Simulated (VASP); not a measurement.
## VASP 6.6.1 run: GaN

INCAR

```
LASPH = .TRUE.
EDIFF = 1E-7
NBANDS = 16
ISMEAR = 0
LREAL = .TRUE.
SIGMA = 0.01
LCHARG = .FALSE.
PREC = Accurate
NSW = 0
METAGGA = R2SCAN
IBRION = -1
ISIF = 2
ENCUT = 520
ALGO = Fast
LWAVE = .FALSE.
NELM = 66
```

KPOINTS

```
KPOINTS created by Atomic Simulation Environment
0
Gamma
10 10 10
0 0 0
```

POSCAR

```
Ga N
 1.0000000000000000
     0.0000000000000000    2.2489525410988409    2.2489525410988409
     2.2489525410988409    0.0000000000000000    2.2489525410988409
     2.2489525410988409    2.2489525410988409    0.0000000000000000
 Ga  N
   1   1
Cartesian
  0.0000000000000000 -0.0000000000000000  0.0000000000000000
  1.1244762705494205  1.1244762705494205  1.1244762705494205
```

The recommended PBE PAW datasets give the neutral cell 18 valence electrons.

Command

```
mpirun -np 1 vasp_std
```

Question: Predict the outcome of this run.

Answer: It converged. Results: gap between bands v and c on the k mesh 2.17 eV; least direct gap on the k mesh 2.17 eV; pressure 3.9 GPa. Band v is the last that the valence electrons fill when counted band by band, and c is the next.

OSZICAR

```
N       E                     dE             d eps       ncg     rms          rms(c)
DAV:   1     0.724406558745E+02    0.72441E+02   -0.94190E+03  1632   0.207E+03
DAV:   2    -0.207037967861E+02   -0.93144E+02   -0.87331E+02  1720   0.337E+02
DAV:   3    -0.266827834776E+02   -0.59790E+01   -0.59545E+01  1688   0.729E+01
DAV:   4    -0.267576268044E+02   -0.74843E-01   -0.74831E-01  1944   0.861E+00
DAV:   5    -0.267586352120E+02   -0.10084E-02   -0.10084E-02  1760   0.907E-01    0.721E+00
RMM:   6    -0.217574050509E+02    0.50012E+01   -0.20937E+00  2194   0.128E+01    0.244E+00
RMM:   7    -0.218297894786E+02   -0.72384E-01   -0.38559E-01  2139   0.514E+00    0.173E+00
RMM:   8    -0.218404370752E+02   -0.10648E-01   -0.35846E-02  2190   0.237E+00    0.436E-01
RMM:   9    -0.218413856808E+02   -0.94861E-03   -0.11278E-02  2436   0.107E+00    0.562E-02
RMM:  10    -0.218413729258E+02    0.12755E-04   -0.12720E-03  2353   0.403E-01    0.436E-02
RMM:  11    -0.218413959642E+02   -0.23038E-04   -0.27492E-04  2408   0.167E-01    0.212E-02
RMM:  12    -0.218413856142E+02    0.10350E-04   -0.46285E-05  2400   0.753E-02    0.359E-03
RMM:  13    -0.218413866437E+02   -0.10295E-05   -0.12175E-05  2448   0.302E-02    0.474E-03
RMM:  14    -0.218413875473E+02   -0.90360E-06   -0.19535E-06  2306   0.150E-02    0.402E-04
RMM:  15    -0.218413872416E+02    0.30571E-06   -0.39405E-07  1566   0.653E-03    0.261E-04
RMM:  16    -0.218413873436E+02   -0.10203E-06   -0.87425E-08  1226   0.376E-03    0.235E-04
RMM:  17    -0.218413872377E+02    0.10594E-06   -0.29318E-08  1107   0.203E-03    0.767E-05
RMM:  18    -0.218413872281E+02    0.96134E-08   -0.12300E-08  1023   0.146E-03
   1 F= -.21841387E+02 E0= -.21841387E+02  d E =-.208837E-11
```

These settings aren't sound, so the numbers aren't properties of the crystal.

On sound settings r²SCAN gives a gap of 2.16 eV on its mesh and a pressure of 1.2 GPa for the intended cell.
